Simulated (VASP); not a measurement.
# HgS3 (Fm-3m) in VASP: further runs, part 2 of 3

VASP 6.6.1. The steps go on from the part before.

## 3. Relaxation of cell and atoms, PBE (random cell by space group and Wyckoff sites (Fm-3m, No. 225))

Contents of INCAR:

```
PREC = Accurate
ENCUT = 600
EDIFF = 1E-6
ISMEAR = 0
SIGMA = 0.1
LREAL = False
LASPH = True
NELM = 80
ALGO = Fast
ISIF = 3
LWAVE = False
LCHARG = False
GGA = PE
IBRION = 2
NSW = 100
EDIFFG = -0.01
```

Contents of KPOINTS:

```
Automatic mesh
0
Gamma
  12 12 12
```

Contents of POSCAR:

```
HgS3
1.0
    0.0000000000      3.3335853425      3.3335853425
    3.3335853425      0.0000000000      3.3335853425
    3.3335853425      3.3335853425      0.0000000000
Hg S
1 3
Direct
    0.0000000000      0.0000000000      0.0000000000
    0.7500000000      0.7500000000      0.7500000000
    0.5000000000      0.5000000000      0.5000000000
    0.2500000000      0.2500000000      0.2500000000
```

Potentials or basis: VASP PAW PBE potentials, release 64 (Hg, S).

Run with:

```sh
$ cat potpaw_PBE.64/Hg/POTCAR potpaw_PBE.64/S/POTCAR > POTCAR
$ mpirun -np 1 vasp_std > vasp.out
```

OUTCAR:

```text
PREC = Accurate
   ENCUT = 600
   EDIFF = 1E-6
   ISMEAR = 0
   LREAL = False
   LASPH = True
   NELM = 80
   ISIF = 3
   GGA = PE
   IBRION = 2
   NSW = 100
   EDIFFG = -0.01

 ion  position               nearest neighbor table
   1  0.000  0.000  0.000-   2 2.89   2 2.89   2 2.89   4 2.89   4 2.89   4 2.89   4 2.89   2 2.89
                             3 3.33   3 3.33   3 3.33   3 3.33   3 3.33   3 3.33
   2  0.750  0.750  0.750-   1 2.89   1 2.89   1 2.89   1 2.89
   3  0.500  0.500  0.500-   1 3.33   1 3.33   1 3.33   1 3.33   1 3.33   1 3.33
   4  0.250  0.250  0.250-   1 2.89   1 2.89   1 2.89   1 2.89

  LATTYP: Found a face centered cubic cell.
 ALAT       =     6.6671706850

  Lattice vectors:

 A1 = (   0.0000000000,   3.3335853425,   3.3335853425)
 A2 = (   3.3335853425,   0.0000000000,   3.3335853425)
 A3 = (   3.3335853425,   3.3335853425,   0.0000000000)

Analysis of symmetry for initial positions (statically):
=====================================================================
 Subroutine PRICEL returns:
 Original cell was already a primitive cell.

 Routine SETGRP: Setting up the symmetry group for a
 face centered cubic supercell.

 Subroutine GETGRP returns: Found 48 space group operations
[... 226 lines left out ...]
 fundamental gap:      0.0317439504
 Fermi energy:         5.1227688114

 k-point     1 :       0.0000    0.0000    0.0000
  band No.  band energies     occupation
      1      -9.7866      2.00000
      2      -6.1223      2.00000
      3      -5.2326      2.00000
      4      -1.8158      2.00000
      5      -1.8158      2.00000
      6      -1.8158      2.00000
[... 505 lines left out ...]
      6      -1.2263      2.00000
[... 11 lines left out ...]
     18       7.2394      0.00000
     19      11.0669      0.00000

 [... further k-points ...]

------------------------ aborting loop because EDIFF is reached ----------------------------------------

  FORCE on cell =-STRESS in cart. coord.  units (eV):
  Direction    XX          YY          ZZ          XY          YZ          ZX
  --------------------------------------------------------------------------------------
  -------------------------------------------------------------------------------------
  Total        0.0185633      0.0185633      0.0185633     -0.0000000      0.0000000      0.0000000
  in kB        0.4032056      0.4032056      0.4032056     -0.0000000      0.0000000      0.0000000
  external PRESSURE =       0.4032056 kB  Pullay stress =       0.0000000 kB

 VOLUME and BASIS-vectors are now :
 -----------------------------------------------------------------------------
  energy-cutoff  :      600.00
  volume of cell :       73.76
      direct lattice vectors                 reciprocal lattice vectors
    -0.000000000  3.328664132  3.328664132    -0.150210409  0.150210409  0.150210409
     3.328664132  0.000000000  3.328664132     0.150210409 -0.150210409  0.150210409
     3.328664132  3.328664132  0.000000000     0.150210409  0.150210409 -0.150210409

 POSITION                                       TOTAL-FORCE (eV/Angst)
 -----------------------------------------------------------------------------------
      3.32866      3.32866      6.65733        -0.000000      0.000000      0.000000
      4.99300      4.99300      4.99300         0.000000     -0.000000      0.000000
      3.32866      3.32866      3.32866        -0.000000      0.000000      0.000000
      1.66433      1.66433      1.66433        -0.000000     -0.000000     -0.000000
 -----------------------------------------------------------------------------------
    total drift:                               -0.000000     -0.000000      0.000000

  FREE ENERGIE OF THE ION-ELECTRON SYSTEM (eV)
  ---------------------------------------------------
  free  energy   TOTEN  =        -9.0016012010 eV

  energy  without entropy=       -8.9826395671  energy(sigma->0) =       -8.99212038

 reached required accuracy - stopping structural energy minimisation
```

Wall time 1.7 min (1 thread of Intel Xeon 6975P-C (Granite Rapids), shared host); peak memory 0.31 GiB.

What came out:

| Item | Value |
| --- | --- |
| Free energy | -9.0016 eV |
| Relaxed volume | 18.44 Å³/atom |
| Relaxed cell | a = 4.707 Å, b = 4.707 Å, c = 4.707 Å, α = 60.00°, β = 60.00°, γ = 60.00° |
| Space group after relaxing (to 0.05 Å) | Fm-3m (No. 225) |
| Energy gained by relaxing | 0.1 meV/atom |
| Ionic steps | 2 |
| Pressure after relaxing | 0.0 GPa |
| Band gap on the k mesh | none (metal or under the smearing width) |

The path:
```
step  energy change (eV)  largest force (eV/Å)  pressure (GPa)  volume (Å³)
   1              0.0000                0.0000           -0.26        74.09
   2             -0.0002                0.0000            0.04        73.76
```

Final structure:
```
Hg S
1.0
     0.00000    3.32866    3.32866
     3.32866    0.00000    3.32866
     3.32866    3.32866    0.00000
Hg S
1 3
Direct
  0.00000 0.00000 0.00000
  0.75000 0.75000 0.75000
  0.50000 0.50000 0.50000
  0.25000 0.25000 0.25000
```

Levels at points of the mesh, in eV from the Fermi level:
| k point | band 13 | band 14 | band 15 | band 16 | band 17 | band 18 |
| --- | --- | --- | --- | --- | --- | --- |
| (0.00, 0.00, 0.00) | -2.03 | -2.03 | -0.56 | -0.56 | -0.56 | -0.38 |
| (0.50, 0.00, 0.00) | -2.91 | -1.62 | -0.07 | 1.01 | 1.01 | 2.30 |
| (0.50, 0.50, 0.00) | -0.18 | -0.18 | -0.08 | 0.63 | 0.63 | 1.80 |

The run has no spin-orbit coupling, so splittings on Hg are missing.

## 4. Single point, PBE (random cell by space group and Wyckoff sites (Fm-3m, No. 225))

Contents of INCAR:

```
SYSTEM = HgS3
PREC     = Accurate       ! precision mode
ENCUT    = 520            ! plane-wave cutoff, eV
EDIFF    = 1E-7           ! SCF threshold, eV
ISMEAR   = 0              ! smearing method
SIGMA    = 0.1            ! smearing width, eV
LREAL    = .False.        ! projectors in reciprocal space
LASPH    = .True.         ! aspherical terms in the spheres
NELM     = 60             ! most SCF steps
ALGO     = Normal         ! electronic algorithm
ISIF     = 2              ! what is computed and relaxed
LWAVE    = .False.        ! write WAVECAR
LCHARG   = .False.        ! write CHGCAR
GGA      = PE             ! functional
NBANDS   = 23             ! bands
```

Contents of KPOINTS:

```
regular mesh
0
Gamma
  4 4 4
  0 0 0
```

POSCAR is that of step 3.

Potentials or basis: VASP PAW PBE potentials, release 64 (Hg, S).

Run with:

```sh
$ cat potpaw_PBE.64/Hg/POTCAR potpaw_PBE.64/S/POTCAR > POTCAR
$ mpirun -np 1 vasp_std > vasp.out
```

OUTCAR:

```text
SYSTEM = HgS3
   PREC = Accurate
   ENCUT = 520
   EDIFF = 1E-7
   ISMEAR = 0
   LREAL = .False.
   LASPH = .True.
   NELM = 60
   ISIF = 2
   GGA = PE

 ion  position               nearest neighbor table
   1  0.000  0.000  0.000-   2 2.89   2 2.89   2 2.89   4 2.89   4 2.89   4 2.89   4 2.89   2 2.89
                             3 3.33   3 3.33   3 3.33   3 3.33   3 3.33   3 3.33
   2  0.750  0.750  0.750-   1 2.89   1 2.89   1 2.89   1 2.89
   3  0.500  0.500  0.500-   1 3.33   1 3.33   1 3.33   1 3.33   1 3.33   1 3.33
   4  0.250  0.250  0.250-   1 2.89   1 2.89   1 2.89   1 2.89

  LATTYP: Found a face centered cubic cell.
 ALAT       =     6.6671706850

  Lattice vectors:

 A1 = (   0.0000000000,   3.3335853425,   3.3335853425)
 A2 = (   3.3335853425,   0.0000000000,   3.3335853425)
 A3 = (   3.3335853425,   3.3335853425,   0.0000000000)

Analysis of symmetry for initial positions (statically):
=====================================================================
 Subroutine PRICEL returns:
 Original cell was already a primitive cell.

 Routine SETGRP: Setting up the symmetry group for a
 face centered cubic supercell.

 Subroutine GETGRP returns: Found 48 space group operations
 (whereof 48 operations were pure point group operations)
 out of a pool of 48 trial point group operations.

The static configuration has the point symmetry O_h .

Analysis of symmetry for dynamics (positions and initial velocities):
=====================================================================
 Subroutine PRICEL returns:
 Original cell was already a primitive cell.

 Routine SETGRP: Setting up the symmetry group for a
 face centered cubic supercell.

 Subroutine GETGRP returns: Found 48 space group operations
 (whereof 48 operations were pure point group operations)
 out of a pool of 48 trial point group operations.

The dynamic configuration has the point symmetry O_h .

 Subroutine INISYM returns: Found 48 space group operations
 (whereof 48 operations are pure point group operations),
 and found     1 'primitive' translations

[... 102 lines left out ...]
  volume/ion in A,a.u.               =      18.52       125.00
  Fermi-wavevector in a.u.,A,eV,Ry     =   1.211138  2.288719 19.957781  1.466856
  Thomas-Fermi vector in A             =   2.346663
   LORBIT       =      0    0 simple, 1 ext, 2 COOP (PROOUT), +10 PAW based schemes
   GGA     = PE    functional components
   LHFCALC =     F    Hartree Fock is set to
   AEXX    =    0.0000 exact exchange contribution
   IVDW    =     0    specifies the selected vdW correction
   LEPSILON=     F    determine dielectric tensor
   LRPA    =     F    only Hartree local field effects (RPA)
 non-spin polarized calculation
 Gauss-broadening in eV      SIGMA  =   0.10
  energy-cutoff  :      520.00
  volume of cell :       74.09
 maximum number of plane-waves:      2012
   NGX = 17   NGY = 17   NGZ = 17

 number of electron      29.9999997 magnetization

 Free energy of the ion-electron system (eV)
  ---------------------------------------------------
  ext. energy  EPLUGINS =         0.00000000
  ---------------------------------------------------
  free energy    TOTEN  =        -8.90455372 eV

  energy without entropy =       -8.87909319  energy(sigma->0) =       -8.89182345

 E-fermi :   5.0238     XC(G=0): -10.8633

 val. band max:        4.9771728748   @ k =   0.5000   0.2500   0.0000
 cond. band min:       5.0336031458   @ k =   0.5000   0.0000   0.0000
 fundamental gap:      0.0564302710
 Fermi energy:         5.0237735943

 k-point     1 :       0.0000    0.0000    0.0000
  band No.  band energies     occupation
      1      -9.7988      2.00000
      2      -6.1999      2.00000
      3      -5.2574      2.00000
      4      -1.8641      2.00000
      5      -1.8641      2.00000
      6      -1.8641      2.00000
[... 197 lines left out ...]
     22      14.7423      0.00000
     23      14.7423      0.00000

------------------------ aborting loop because EDIFF is reached ----------------------------------------

  FORCE on cell =-STRESS in cart. coord.  units (eV):
  Direction    XX          YY          ZZ          XY          YZ          ZX
  --------------------------------------------------------------------------------------
  -------------------------------------------------------------------------------------
  Total        0.0184272      0.0184272      0.0184272      0.0000000      0.0000000      0.0000000
  in kB        0.3984788      0.3984788      0.3984788      0.0000000      0.0000000      0.0000000
  external PRESSURE =       0.3984788 kB  Pullay stress =       0.0000000 kB

 VOLUME and BASIS-vectors are now :
 -----------------------------------------------------------------------------
  energy-cutoff  :      520.00
  volume of cell :       74.09
      direct lattice vectors                 reciprocal lattice vectors
     0.000000000  3.333585343  3.333585343    -0.149988660  0.149988660  0.149988660
     3.333585343  0.000000000  3.333585343     0.149988660 -0.149988660  0.149988660
     3.333585343  3.333585343  0.000000000     0.149988660  0.149988660 -0.149988660

 POSITION                                       TOTAL-FORCE (eV/Angst)
 -----------------------------------------------------------------------------------
      0.00000      0.00000      0.00000        -0.000000     -0.000000     -0.000000
      5.00038      5.00038      5.00038        -0.000000      0.000000      0.000000
      3.33359      3.33359      3.33359        -0.000000     -0.000000     -0.000000
      1.66679      1.66679      1.66679         0.000000     -0.000000     -0.000000
 -----------------------------------------------------------------------------------
    total drift:                               -0.000000      0.000000      0.000000

  FREE ENERGIE OF THE ION-ELECTRON SYSTEM (eV)
  ---------------------------------------------------
  free  energy   TOTEN  =        -8.9045537206 eV

  energy  without entropy=       -8.8790931891  energy(sigma->0) =       -8.89182345
```

OSZICAR:

```text
N       E                     dE             d eps       ncg     rms          rms(c)
DAV:   1     0.189329844072E+03    0.18933E+03   -0.14486E+04   376   0.120E+03
DAV:   2     0.140602790752E+01   -0.18792E+03   -0.17696E+03   424   0.266E+02
DAV:   3    -0.922230120224E+01   -0.10628E+02   -0.10421E+02   466   0.631E+01
DAV:   4    -0.933969669473E+01   -0.11740E+00   -0.11733E+00   417   0.725E+00
DAV:   5    -0.934138758555E+01   -0.16909E-02   -0.16907E-02   466   0.883E-01    0.121E+01
DAV:   6    -0.890813296081E+01    0.43325E+00   -0.93884E-01   420   0.129E+01    0.910E+00
DAV:   7    -0.890831034896E+01   -0.17739E-03   -0.20021E-01   431   0.272E+00    0.378E+00
DAV:   8    -0.890489925287E+01    0.34111E-02   -0.18588E-02   424   0.133E+00    0.433E-01
DAV:   9    -0.890454238206E+01    0.35687E-03   -0.23323E-03   462   0.463E-01    0.144E-01
DAV:  10    -0.890453542276E+01    0.69593E-05   -0.63101E-04   445   0.165E-01    0.688E-02
DAV:  11    -0.890454542774E+01   -0.10005E-04   -0.76997E-05   431   0.723E-02    0.259E-02
DAV:  12    -0.890455321367E+01   -0.77859E-05   -0.12511E-05   431   0.254E-02    0.770E-03
DAV:  13    -0.890455367332E+01   -0.45964E-06   -0.72573E-07   445   0.586E-03    0.331E-03
DAV:  14    -0.890455372064E+01   -0.47325E-07   -0.12771E-07   296   0.194E-03
   1 F= -.89045537E+01 E0= -.88918235E+01  d E =-.254605E-01
```

Wall time 8.4 s (1 thread of Intel Xeon 6975P-C (Granite Rapids), shared host); peak memory 0.2 GiB.

Results:

| Item | Value |
| --- | --- |
| Free energy | -8.9046 eV |
| Pressure | 0.0 GPa |
| Band gap on the k mesh | none (metal or under the smearing width) |

Caveat: the k mesh is coarse (spacing up to 0.41 Å⁻¹), so the values aren't converged. The run has no spin-orbit coupling, so splittings on Hg are missing.

(Part 2 of 3 ends here.)
